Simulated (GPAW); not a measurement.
Crystal: Si2Ni.

```xyz
3
Lattice="0.0000 2.7030 2.7030 2.7030 0.0000 2.7030 2.7030 2.7030 0.0000" Properties=species:S:1:pos:R:3 pbc="T T T"
Ni    0.0000    0.0000    0.0000
Si    4.0545    4.0545    4.0545
Si    1.3515    1.3515    1.3515
```

Base run:

| Item | Value |
| --- | --- |
| Program | GPAW 26.7.0 |
| Functional | RPBE |
| Potentials or basis | the program's PAW data sets (release 1.2.1) made for this functional |
| Cutoff | 600 eV |
| Basis | pw |
| k mesh | 9 × 9 × 9 |
| Occupations | fermi-dirac, width 0.05 eV |
| Spin | collinear spin, ferromagnetic start |
| Starting moments | [1.0, 0.0, 0.0] μB |

Its results: pressure 8.0 GPa; net moment 0.00 μB per cell.

Problem. The run is repeated on the same cell with these changes: functional from RPBE to LDA. What comes out?

Solution. Pressure -3.4 GPa; net moment 0.00 μB per cell.

LDA binds more tightly than RPBE, so the same cell stands under less pressure.

Caveats: the stock nickel data set gives pressures a few GPa off other programs.
